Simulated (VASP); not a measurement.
# SiC (P6_3mc) in VASP: notebook

Runs on SiC. Level: PBEsol. Tasks: relaxation of cell and atoms.

Everything below comes from runs of VASP 6.6.1. Logs are shortened: lines on timing, memory, paths and dates and some standing lists are left out, and cuts for length are marked.

### Step 1. The crystal as given

The structure is hexagonal, space group P6_3mc (No. 186). The conventional cell has a = 3.076 Å, b = 3.076 Å, c = 10.071 Å, α = 90.00°, β = 90.00°, γ = 120.00°. Si (site symmetry 3m) is surrounded by 4 C at 1.88 to 1.89 Å. Around Si (site symmetry 3m) lie 4 C at 1.88 to 1.89 Å. C (site symmetry 3m) is surrounded by 4 Si at 1.88 to 1.89 Å. C (site symmetry 3m) is surrounded by 4 Si at 1.88 to 1.89 Å.

The cell is a database's computed one.

### Step 2. Relaxation of cell and atoms, PBEsol

Contents of INCAR:

```
SYSTEM = SiC
ALGO = Normal
EDIFF = 1E-6
EDIFFG = -0.01
ENCUT = 600
GGA = PS
IBRION = 2
ISIF = 3
ISMEAR = 0
KPAR = 2
LASPH = .TRUE.
LCHARG = .FALSE.
LREAL = .FALSE.
LWAVE = .FALSE.
NELM = 80
NSW = 90
PREC = Accurate
SIGMA = 0.03
```

Contents of KPOINTS:

```
k-points
0
G
  12 12 3
  0 0 0
```

Contents of POSCAR:

```
SiC
1.0
    3.0756941500      0.0000000000      0.0000000000
   -1.5378470700      2.6636292700      0.0000000000
    0.0000000000      0.0000000000     10.0706464800
Si C
4 4
Direct
    0.6666666700      0.3333333300      0.9378419800
    0.3333333300      0.6666666700      0.4378419800
    0.0000000000      0.0000000000      0.6878943800
    0.0000000000      0.0000000000      0.1878943800
    0.6666666700      0.3333333300      0.7498025900
    0.3333333300      0.6666666700      0.2498025900
    0.0000000000      0.0000000000      0.5004600500
    0.0000000000      0.0000000000      0.0004600500
```

Potentials or basis: VASP PAW PBE potentials, release 64 (Si, C).

Launch:

```sh
> cat potpaw_PBE.64/Si/POTCAR potpaw_PBE.64/C/POTCAR > POTCAR
> mpirun -np 2 vasp_std > vasp.out
```

OUTCAR:

```text
SYSTEM = SiC
   EDIFF = 1E-6
   EDIFFG = -0.01
   ENCUT = 600
   GGA = PS
   IBRION = 2
   ISIF = 3
   ISMEAR = 0
   LASPH = .TRUE.
   LREAL = .FALSE.
   NELM = 80
   NSW = 90
   PREC = Accurate

 ion  position               nearest neighbor table
   1  0.667  0.333  0.938-   8 1.88   8 1.88   8 1.88   5 1.89   3 3.08   3 3.08   3 3.08   4 3.08
                             4 3.08   4 3.08
   2  0.333  0.667  0.438-   7 1.88   7 1.88   7 1.88   6 1.89   4 3.08   4 3.08   4 3.08   3 3.08
                             3 3.08   3 3.08
   3  0.000  0.000  0.688-   5 1.88   5 1.88   5 1.88   7 1.89   1 3.08   1 3.08   1 3.08   2 3.08
                             2 3.08   2 3.08
   4  0.000  0.000  0.188-   6 1.88   6 1.88   6 1.88   8 1.89   2 3.08   2 3.08   2 3.08   1 3.08
                             1 3.08   1 3.08
   5  0.667  0.333  0.750-   3 1.88   3 1.88   3 1.88   1 1.89
   6  0.333  0.667  0.250-   4 1.88   4 1.88   4 1.88   2 1.89
   7  0.000  0.000  0.500-   2 1.88   2 1.88   2 1.88   3 1.89
   8  0.000  0.000  0.000-   1 1.88   1 1.88   1 1.88   4 1.89

  LATTYP: Found a hexagonal cell.
 ALAT       =     3.0756941500
 C/A-ratio  =     3.2742678527

  Lattice vectors:

 A1 = (   3.0756941500,   0.0000000000,   0.0000000000)
 A2 = (  -1.5378470700,   2.6636292700,   0.0000000000)
 A3 = (   0.0000000000,   0.0000000000,  10.0706464800)

Analysis of symmetry for initial positions (statically):
=====================================================================
 Subroutine PRICEL returns:
 Original cell was already a primitive cell.

 Routine SETGRP: Setting up the symmetry group for a
 hexagonal supercell.

 Subroutine GETGRP returns: Found 12 space group operations
 (whereof  6 operations were pure point group operations)
 out of a pool of 24 trial point group operations.

The static configuration has the point symmetry C_3v.
 The point group associated with its full space group is C_6v.

Analysis of symmetry for dynamics (positions and initial velocities):
=====================================================================
 Subroutine PRICEL returns:
 Original cell was already a primitive cell.

 Routine SETGRP: Setting up the symmetry group for a
 hexagonal supercell.

 Subroutine GETGRP returns: Found 12 space group operations
 (whereof  6 operations were pure point group operations)
 out of a pool of 24 trial point group operations.

The dynamic configuration has the point symmetry C_3v.
 The point group associated with its full space group is C_6v.

 Subroutine INISYM returns: Found 12 space group operations
 (whereof  6 operations are pure point group operations),
 and found     1 'primitive' translations

----------------------------------------------------------------------------------------

                                     Primitive cell

  volume of cell :      82.5039

  direct lattice vectors                    reciprocal lattice vectors
     3.075694150  0.000000000  0.000000000     0.325129857  0.187713810  0.000000000
    -1.537847070  2.663629270  0.000000000     0.000000000  0.375427621  0.000000000
     0.000000000  0.000000000 10.070646480     0.000000000  0.000000000  0.099298491

  length of vectors
     3.075694150  3.075694149 10.070646480     0.375427621  0.375427621  0.099298491

  position of ions in fractional coordinates (direct lattice)
     0.666666670  0.333333330  0.937841980
     0.333333330  0.666666670  0.437841980
     0.000000000  0.000000000  0.687894380
     0.000000000  0.000000000  0.187894380
     0.666666670  0.333333330  0.749802590
     0.333333330  0.666666670  0.249802590
     0.000000000  0.000000000  0.500460050
     0.000000000  0.000000000  0.000460050

  ion indices of the primitive-cell ions
   primitive index   ion index
                 1           1
                 2           2
                 3           3
                 4           4
                 5           5
                 6           6
                 7           7
                 8           8

----------------------------------------------------------------------------------------

 KPOINTS: k-points

Automatic generation of k-mesh.
 Grid dimensions read from file:
 generate k-points for:   12   12    3

 Generating k-lattice:

  Cartesian coordinates                     Fractional coordinates (reciprocal lattice)
     0.027094155  0.015642817  0.000000000     0.083333333  0.000000000  0.000000000
     0.000000000  0.031285635  0.000000000     0.000000000  0.083333333  0.000000000
     0.000000000  0.000000000  0.033099497     0.000000000  0.000000000  0.333333333

  Length of vectors
     0.031285635  0.031285635  0.033099497

  Shift w.r.t. Gamma in fractional coordinates (k-lattice)
     0.000000000  0.000000000  0.000000000

 Subroutine IBZKPT returns following result:
 ===========================================

 Found     38 irreducible k-points:

 Following reciprocal coordinates:
            Coordinates               Weight
  0.000000  0.000000  0.000000      1.000000
  0.083333  0.000000  0.000000      6.000000
  0.166667  0.000000  0.000000      6.000000
  0.250000  0.000000  0.000000      6.000000
  0.333333  0.000000  0.000000      6.000000
  0.416667  0.000000  0.000000      6.000000
[... 16 lines left out ...]
  0.250000  0.000000  0.333333     12.000000
  0.333333  0.000000  0.333333     12.000000
 [... further k-points ...]
   k-points           NKPTS =     38   k-points in BZ     NKDIM =     38   number of bands    NBANDS=     21
   number of dos      NEDOS =    301   number of ions     NIONS =      8
   total plane-waves  NPLWV =  62720
   dimension x,y,z NGX =    28 NGY =   28 NGZ =   80
   dimension x,y,z NGXF=    56 NGYF=   56 NGZF=  160
   ions per type =               4   4
   NGX,Y,Z   is equivalent  to a cutoff of  15.13, 15.13, 13.21 a.u.
   NGXF,Y,Z  is equivalent  to a cutoff of  30.27, 30.27, 26.41 a.u.
 SYSTEM =  SiC
   PREC   = accura    normal or accurate (medium, high low for compatibility)
   ISTART =      0    job   : 0-new  1-cont  2-samecut
   ICHARG =      2    charge: 1-file 2-atom 10-const
   ISPIN  =      1    spin polarized calculation?
   LNONCOLLINEAR =      F non collinear calculations
   LSORBIT =      F    spin-orbit coupling
   LASPH  =      T    aspherical Exc in radial PAW
   ENCUT  =  600.0 eV  44.10 Ry    6.64 a.u.   6.14  6.14 20.11*2*pi/ulx,y,z
   NELM   =     80;   NELMIN=  2; NELMDL= -5     # of ELM steps
   EDIFF  = 0.1E-05   stopping-criterion for ELM
   LREAL  =      F    real-space projection
   EDIFFG = -.1E-01   stopping-criterion for IOM
   NSW    =     90    number of steps for IOM
   IBRION =      2    ionic relax: 0-MD 1-quasi-New 2-CG
   NFREE  =      1    steps in history (QN), initial steepest desc. (CG)
   ISIF   =      3    stress and relaxation
   ISYM   =      2    0-nonsym 1-usesym 2-fastsym
   POTIM  = 0.5000    time-step for ionic-motion
   TEBEG  =    0.0;   TEEND  =   0.0 temperature during run
   PSTRESS=    0.0 pullay stress
   NELECT =      32.0000    total number of electrons
   NUPDOWN=      -1.0000    fix difference up-down
   EMIN   =  10.00;   EMAX   =-10.00  energy-range for DOS
   EFERMI =   0.00;   METHOD = LEGACY
   ISMEAR =     0;   SIGMA  =   0.03  broadening in eV -4-tet -1-fermi 0-gaus
   EFERMI_NEDOS =   21; number of points for ismear=-14 and -15
   IALGO  =     38    algorithm
   IMIX   =      4    mixing-type and parameters
     AMIX     =   0.40;   BMIX     =  1.00
     AMIX_MAG =   1.60;   BMIX_MAG =  1.00
  volume/ion in A,a.u.               =      10.31        69.60
  Fermi-wavevector in a.u.,A,eV,Ry     =   1.193897  2.256138 19.393597  1.425389
  Thomas-Fermi vector in A             =   2.329900
   LORBIT       =      0    0 simple, 1 ext, 2 COOP (PROOUT), +10 PAW based schemes
   GGA     = PS    functional components
   LHFCALC =     F    Hartree Fock is set to
   AEXX    =    0.0000 exact exchange contribution
   IVDW    =     0    specifies the selected vdW correction
   LEPSILON=     F    determine dielectric tensor
   LRPA    =     F    only Hartree local field effects (RPA)
 conjugate gradient relaxation of ions
 non-spin polarized calculation
 Gauss-broadening in eV      SIGMA  =   0.03
  energy-cutoff  :      600.00
  volume of cell :       82.50
 maximum number of plane-waves:      2790
 NGX is ok and might be reduce to    28
   NGX = 13   NGY = 13   NGZ = 41

--------------------------------------- Ionic step        1  -------------------------------------------

 number of electron      32.0000001 magnetization

 Free energy of the ion-electron system (eV)
  ---------------------------------------------------
  ext. energy  EPLUGINS =         0.00000000
  ---------------------------------------------------
  free energy    TOTEN  =       -63.67548214 eV

  energy without entropy =      -63.67548214  energy(sigma->0) =      -63.67548214

------------------------ aborting loop because EDIFF is reached ----------------------------------------

  FORCE on cell =-STRESS in cart. coord.  units (eV):
  Direction    XX          YY          ZZ          XY          YZ          ZX
  --------------------------------------------------------------------------------------
  -------------------------------------------------------------------------------------
  Total        0.3731363      0.3731363      0.3100599      0.0000000      0.0000000      0.0000000
  in kB        7.2460921      7.2460921      6.0211848      0.0000000      0.0000000      0.0000000
  external PRESSURE =       6.8377896 kB  Pullay stress =       0.0000000 kB
[... 69 lines left out ...]
  energy  without entropy=      -63.6753774925  energy(sigma->0) =      -63.67537749

--------------------------------------- Ionic step        3  -------------------------------------------

 number of electron      32.0000001 magnetization

 Free energy of the ion-electron system (eV)
  ---------------------------------------------------
  ext. energy  EPLUGINS =         0.00000000
  ---------------------------------------------------
  free energy    TOTEN  =       -63.67601496 eV

  energy without entropy =      -63.67601496  energy(sigma->0) =      -63.67601496

 E-fermi :   8.2677     XC(G=0): -11.5026

 val. band max:        8.1247659914   @ k =   0.0000   0.0000   0.0000
 cond. band min:      10.2340051090   @ k =   0.5000   0.0000   0.0000
 fundamental gap:      2.1092391176
 Fermi energy:         8.2676752206

 k-point     1 :       0.0000    0.0000    0.0000
  band No.  band energies     occupation
      1      -7.3776      2.00000
      2      -6.1943      2.00000
      3      -6.1586      2.00000
      4      -3.7733      2.00000
      5      -0.5500      2.00000
      6       3.7208      2.00000
[... 550 lines left out ...]
      5       0.8902      2.00000
      6       1.2577      2.00000
[... 13 lines left out ...]
     20      13.3164      0.00000
     21      13.8377      0.00000

 [... further k-points ...]
[... 5 lines left out ...]
  --------------------------------------------------------------------------------------
  -------------------------------------------------------------------------------------
  Total        0.0036002      0.0036002      0.0001451      0.0000000      0.0000000     -0.0000000
  in kB        0.0697029      0.0697029      0.0028089      0.0000000      0.0000000     -0.0000000
  external PRESSURE =       0.0474049 kB  Pullay stress =       0.0000000 kB
[... 23 lines left out ...]
  FREE ENERGIE OF THE ION-ELECTRON SYSTEM (eV)
  ---------------------------------------------------
  free  energy   TOTEN  =       -63.6760149609 eV

  energy  without entropy=      -63.6760149609  energy(sigma->0) =      -63.67601496

 reached required accuracy - stopping structural energy minimisation
```

Wall time 38 s (2 MPI ranks of Intel Xeon 6975P-C (Granite Rapids), shared host); peak memory 0.26 GiB.

Results:

| Property | Result |
| --- | --- |
| Free energy | -63.6760 eV |
| Relaxed volume | 10.34 Å³/atom |
| Relaxed cell | a = 3.079 Å, b = 3.079 Å, c = 10.080 Å, α = 90.00°, β = 90.00°, γ = 120.00° |
| Space group after relaxing (to 0.05 Å) | P6_3mc (No. 186) |
| Energy gained by relaxing | 0.1 meV/atom |
| Ionic steps | 3 |
| Pressure after relaxing | 0.0 GPa |
| Band gap on the k mesh | 2.11 eV, indirect (least direct gap 3.23 eV) |

Forces on the atoms (eV/Å):
```
Si   0.000  0.000  0.002
Si   0.000  0.000  0.002
Si   0.000  0.000  0.002
Si   0.000  0.000  0.002
C    0.000  0.000 -0.001
C    0.000  0.000 -0.001
C    0.000  0.000 -0.002
C    0.000  0.000 -0.002
```

The path:
```tsv
step	energy change (eV)	largest force (eV/Å)	pressure (GPa)	volume (Å³)
1	0.0000	0.0047	0.68	82.50
2	0.0001	0.0093	-0.73	83.03
3	-0.0005	0.0025	0.00	82.75
```

Final structure:
```
Si C
1.0
     3.07898    0.00000    0.00000
    -1.53949    2.66648    0.00000
     0.00000    0.00000   10.07959
Si C
4 4
Direct
  0.66667 0.33333 0.93783
  0.33333 0.66667 0.43783
  0.00000 0.00000 0.68790
  0.00000 0.00000 0.18790
  0.66667 0.33333 0.74981
  0.33333 0.66667 0.24981
  0.00000 0.00000 0.50046
  0.00000 0.00000 0.00046
```

Caveat: the PAW data sets were made with another functional, which shifts forces and pressure a little; an odd mesh through Γ misses points on the zone boundary, where band edges often lie.

[end of part 1 of 2]
